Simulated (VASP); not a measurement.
# CdTe (F-43m) in VASP: a series of runs

The runs below take CdTe through single point, with PBE, RPBE+D3(BJ).

Program: VASP 6.6.1. These are calculated values, not measurements. Logs are shortened: lines on timing, memory, paths and dates and some standing lists are left out, and cuts for length are marked.

**The experiment to reproduce.**

From a printed reference work, data compilation, for a bulk crystal of CdTe at 0 K: band gap 1.607 eV.

The runs below are set against these values where they give the same quantity.

## (1) The cell of the first run

Symmetry: F-43m, No. 216, cubic system. The conventional cell has a = 6.410 Å, b = 6.410 Å, c = 6.410 Å, α = 90.00°, β = 90.00°, γ = 90.00°. Within 3.7 Å of Te (site symmetry -43m) lie 4 Cd at 2.78 Å. Cd (site symmetry -43m) has 4 Te at 2.78 Å within 3.7 Å.

## (2) Single point, PBE

INCAR

```
SYSTEM = CdTe
ALGO = Normal
EDIFF = 1E-6
ENCUT = 520
GGA = PE
ISIF = 2
ISMEAR = -1
LASPH = .True.
LCHARG = .False.
LREAL = .False.
LWAVE = .False.
NBANDS = 16
NELM = 80
PREC = Accurate
SIGMA = 0.05
```

KPOINTS

```
k-points
0
Gamma
  5 5 5
  0 0 0
```

POSCAR

```
CdTe
1.0
    0.0000000000      3.2050000000      3.2050000000
    3.2050000000      0.0000000000      3.2050000000
    3.2050000000      3.2050000000      0.0000000000
Te Cd
1 1
Direct
    0.7500000000      0.7500000000      0.7500000000
    0.0000000000      0.0000000000      0.0000000000
```

Potentials or basis: VASP PAW PBE potentials, release 64 (Te, Cd).

The run is started by

```console
$ cat potpaw_PBE.64/Te/POTCAR potpaw_PBE.64/Cd/POTCAR > POTCAR
$ mpirun -np 1 vasp_std > vasp.out
```

OUTCAR:

```text
SYSTEM = CdTe
   EDIFF = 1E-6
   ENCUT = 520
   GGA = PE
   ISIF = 2
   ISMEAR = -1
   LASPH = .True.
   LREAL = .False.
   NELM = 80
   PREC = Accurate

 ion  position               nearest neighbor table
   1  0.750  0.750  0.750-   2 2.78   2 2.78   2 2.78   2 2.78
   2  0.000  0.000  0.000-   1 2.78   1 2.78   1 2.78   1 2.78

  LATTYP: Found a face centered cubic cell.
 ALAT       =     6.4100000000

  Lattice vectors:

 A1 = (   0.0000000000,   3.2050000000,   3.2050000000)
 A2 = (   3.2050000000,   0.0000000000,   3.2050000000)
 A3 = (   3.2050000000,   3.2050000000,   0.0000000000)

Analysis of symmetry for initial positions (statically):
=====================================================================
 Subroutine PRICEL returns:
 Original cell was already a primitive cell.

 Routine SETGRP: Setting up the symmetry group for a
 face centered cubic supercell.

 Subroutine GETGRP returns: Found 24 space group operations
 (whereof 24 operations were pure point group operations)
 out of a pool of 48 trial point group operations.

The static configuration has the point symmetry T_d .

Analysis of symmetry for dynamics (positions and initial velocities):
=====================================================================
 Subroutine PRICEL returns:
 Original cell was already a primitive cell.

 Routine SETGRP: Setting up the symmetry group for a
 face centered cubic supercell.

 Subroutine GETGRP returns: Found 24 space group operations
 (whereof 24 operations were pure point group operations)
 out of a pool of 48 trial point group operations.

The dynamic configuration has the point symmetry T_d .

 Subroutine INISYM returns: Found 24 space group operations
 (whereof 24 operations are pure point group operations),
 and found     1 'primitive' translations

----------------------------------------------------------------------------------------

                                     Primitive cell

  volume of cell :      65.8437

  direct lattice vectors                    reciprocal lattice vectors
     0.000000000  3.205000000  3.205000000    -0.156006240  0.156006240  0.156006240
     3.205000000  0.000000000  3.205000000     0.156006240 -0.156006240  0.156006240
     3.205000000  3.205000000  0.000000000     0.156006240  0.156006240 -0.156006240

  length of vectors
     4.532554467  4.532554467  4.532554467     0.270210734  0.270210734  0.270210734

  position of ions in fractional coordinates (direct lattice)
     0.750000000  0.750000000  0.750000000
     0.000000000  0.000000000  0.000000000
[... 62 lines left out ...]
   EDIFF  = 0.1E-05   stopping-criterion for ELM
   LREAL  =      F    real-space projection
   EDIFFG = 0.1E-04   stopping-criterion for IOM
   NSW    =      0    number of steps for IOM
   IBRION =     -1    ionic relax: 0-MD 1-quasi-New 2-CG
   NFREE  =      0    steps in history (QN), initial steepest desc. (CG)
   ISIF   =      2    stress and relaxation
   ISYM   =      2    0-nonsym 1-usesym 2-fastsym
   POTIM  = 0.5000    time-step for ionic-motion
   TEBEG  =    0.0;   TEEND  =   0.0 temperature during run
   PSTRESS=    0.0 pullay stress
   NELECT =      18.0000    total number of electrons
   NUPDOWN=      -1.0000    fix difference up-down
   EMIN   =  10.00;   EMAX   =-10.00  energy-range for DOS
   EFERMI =   0.00;   METHOD = LEGACY
   ISMEAR =    -1;   SIGMA  =   0.05  broadening in eV -4-tet -1-fermi 0-gaus
   EFERMI_NEDOS =   21; number of points for ismear=-14 and -15
   IALGO  =     38    algorithm
   IMIX   =      4    mixing-type and parameters
     AMIX     =   0.40;   BMIX     =  1.00
     AMIX_MAG =   1.60;   BMIX_MAG =  1.00
  volume/ion in A,a.u.               =      32.92       222.17
  Fermi-wavevector in a.u.,A,eV,Ry     =   1.062497  2.007828 15.359610  1.128899
  Thomas-Fermi vector in A             =   2.197950
   LORBIT       =      0    0 simple, 1 ext, 2 COOP (PROOUT), +10 PAW based schemes
   GGA     = PE    functional components
   LHFCALC =     F    Hartree Fock is set to
   AEXX    =    0.0000 exact exchange contribution
   IVDW    =     0    specifies the selected vdW correction
   LEPSILON=     F    determine dielectric tensor
   LRPA    =     F    only Hartree local field effects (RPA)
 non-spin polarized calculation
  energy-cutoff  :      520.00
  volume of cell :       65.84
 maximum number of plane-waves:      1807
 NGX is ok and might be reduce to    36
   NGX = 17   NGY = 17   NGZ = 17

 number of electron      17.9999995 magnetization

 Free energy of the ion-electron system (eV)
  ---------------------------------------------------
  ext. energy  EPLUGINS =         0.00000000
  ---------------------------------------------------
  free energy    TOTEN  =        -4.70791844 eV

  energy without entropy =       -4.70791388  energy(sigma->0) =       -4.70791616

 E-fermi :   3.1263     XC(G=0):  -8.7274

 val. band max:        2.6642887330   @ k =   0.0000   0.0000   0.0000
 cond. band min:       3.5330949684   @ k =   0.0000   0.0000   0.0000
 fundamental gap:      0.8688062353
 Fermi energy:         3.1263464059

 k-point     1 :       0.0000    0.0000    0.0000
  band No.  band energies     occupation
      1      -8.7026      2.00000
      2      -5.7538      2.00000
      3      -5.7538      2.00000
      4      -5.7538      2.00000
      5      -5.4688      2.00000
      6      -5.4688      2.00000
[... 167 lines left out ...]
      3      -5.6235      2.00000
      4      -5.5093      2.00000
      5      -5.4605      2.00000
      6      -4.9454      2.00000
[... 8 lines left out ...]
     15      12.8511      0.00000
     16      14.8626      0.00000

------------------------ aborting loop because EDIFF is reached ----------------------------------------

  FORCE on cell =-STRESS in cart. coord.  units (eV):
  Direction    XX          YY          ZZ          XY          YZ          ZX
  --------------------------------------------------------------------------------------
  -------------------------------------------------------------------------------------
  Total        1.8321312      1.8321312      1.8321312      0.0000000     -0.0000000      0.0000000
  in kB       44.5813329     44.5813329     44.5813329      0.0000000     -0.0000000      0.0000000
  external PRESSURE =      44.5813329 kB  Pullay stress =       0.0000000 kB

 VOLUME and BASIS-vectors are now :
 -----------------------------------------------------------------------------
  energy-cutoff  :      520.00
  volume of cell :       65.84
      direct lattice vectors                 reciprocal lattice vectors
     0.000000000  3.205000000  3.205000000    -0.156006240  0.156006240  0.156006240
     3.205000000  0.000000000  3.205000000     0.156006240 -0.156006240  0.156006240
     3.205000000  3.205000000  0.000000000     0.156006240  0.156006240 -0.156006240

 POSITION                                       TOTAL-FORCE (eV/Angst)
 -----------------------------------------------------------------------------------
      4.80750      4.80750      4.80750         0.000000      0.000000      0.000000
      0.00000      0.00000      0.00000        -0.000000     -0.000000     -0.000000
 -----------------------------------------------------------------------------------
    total drift:                                0.000000      0.000000      0.000000

  FREE ENERGIE OF THE ION-ELECTRON SYSTEM (eV)
  ---------------------------------------------------
  free  energy   TOTEN  =        -4.7079184355 eV

  energy  without entropy=       -4.7079138820  energy(sigma->0) =       -4.70791616
```

OSZICAR:

```text
N       E                     dE             d eps       ncg     rms          rms(c)
DAV:   1     0.104359225771E+03    0.10436E+03   -0.84213E+03   320   0.978E+02
DAV:   2    -0.129709224502E+01   -0.10566E+03   -0.10042E+03   392   0.242E+02
DAV:   3    -0.490788083977E+01   -0.36108E+01   -0.36056E+01   392   0.463E+01
DAV:   4    -0.494047766124E+01   -0.32597E-01   -0.32596E-01   472   0.388E+00
DAV:   5    -0.494055080997E+01   -0.73149E-04   -0.73148E-04   416   0.173E-01    0.601E+00
DAV:   6    -0.472312405816E+01    0.21743E+00   -0.37293E-01   368   0.757E+00    0.484E+00
DAV:   7    -0.470656848008E+01    0.16556E-01   -0.11560E-01   368   0.223E+00    0.181E+00
DAV:   8    -0.470749457741E+01   -0.92610E-03   -0.11855E-02   344   0.126E+00    0.500E-01
DAV:   9    -0.470781675206E+01   -0.32217E-03   -0.97233E-04   384   0.340E-01    0.124E-01
DAV:  10    -0.470788097971E+01   -0.64228E-04   -0.11905E-04   400   0.103E-01    0.562E-02
DAV:  11    -0.470791969904E+01   -0.38719E-04   -0.73297E-05   376   0.603E-02    0.320E-02
DAV:  12    -0.470791863531E+01    0.10637E-05   -0.31027E-06   344   0.168E-02    0.201E-02
DAV:  13    -0.470791843549E+01    0.19982E-06   -0.29134E-06   400   0.980E-03
   1 F= -.47079184E+01 E0= -.47079162E+01  d E =-.455353E-05
```

stdout:

```text
POSCAR found type information on POSCAR TeCd
 POSCAR found :  2 types and       2 ions
 scaLAPACK will be used
 LDA part: xc-table for (Slater+PW92), standard interpolation
 POSCAR, INCAR and KPOINTS ok, starting setup
 FFT: planning ... GRIDC
 FFT: planning ... GRID_SOFT
 FFT: planning ... GRID
 WAVECAR not read
 entering main loop
```

Wall time 11 s (1 thread of AMD EPYC 9R45 (Zen 5), shared host); peak memory 0.17 GiB.

What came out:

| Item | Value |
| --- | --- |
| Free energy | -4.7079 eV |
| Pressure | 4.5 GPa |
| Band gap on the k mesh | 0.87 eV, direct |

Levels at points of the mesh, in eV from the valence-band top:
```
           k point  band 7  band 8  band 9  band 10  band 11  band 12
(0.00, 0.00, 0.00)    0.00    0.00    0.00     0.87     4.57     4.57
```

Caveat: spin-orbit coupling is left out, which moves the levels of the heavy elements.

## (3) Single point, RPBE+D3(BJ)

This run uses another cell than the first one, of 30.95 Å³/atom, 0.940 times its volume.

INCAR

```
PREC = Accurate ; ENCUT = 520
EDIFF = 1E-6 ; ISMEAR = -1
SIGMA = 0.05 ; LREAL = False
LASPH = True ; NELM = 80
ALGO = Normal ; ISIF = 2
LWAVE = False ; LCHARG = False
GGA = RP ; IVDW = 12
NBANDS = 16
```

KPOINTS

```
Automatic mesh
0
Gamma
  7 7 7
```

POSCAR

```
CdTe
1.0
    0.0000000000      3.1395734784      3.1395734784
    3.1395734784      0.0000000000      3.1395734784
    3.1395734784      3.1395734784      0.0000000000
Te Cd
1 1
Direct
    0.7500000000      0.7500000000      0.7500000000
    0.0000000000      0.0000000000      0.0000000000
```

Potentials or basis: VASP PAW PBE potentials, release 64 (Te, Cd).

The run is started by

```console
$ cat potpaw_PBE.64/Te/POTCAR potpaw_PBE.64/Cd/POTCAR > POTCAR
$ mpirun -np 1 vasp_std > vasp.out
```

It took 19 s on 1 thread of AMD EPYC 9R45 (Zen 5), shared host; peak memory 0.18 GiB.

Results (log left out):

```yaml
Free_energy: -7.1232 eV
Pressure: 0.2 GPa
Band_gap_on_the_k_mesh: 1.22 eV, direct
Dispersion_energy_per_atom: -1.650 eV
```

Levels at points of the mesh, in eV from the valence-band top:
```csv
k point,band 6,band 7,band 8,band 9,band 10,band 11,band 12,band 13
"(0.00, 0.00, 0.00)",-8.33,0.00,0.00,0.00,1.22,4.57,4.57,4.57
```

Caveat: the PAW data sets were made with another functional, which shifts forces and pressure a little; spin-orbit coupling is left out, which moves the levels of the heavy elements.

## (4) Against experiment

Step 3. Measured gap of CdTe: 1.607 eV (0 K; a printed reference work, data compilation). This calculation gives 1.22 eV (-0.39 eV). Spin-orbit coupling on Cd, Te is left out. The value is that of RPBE+D3(BJ), without temperature or zero-point motion. Semilocal functionals fall short of measured gaps as a rule.
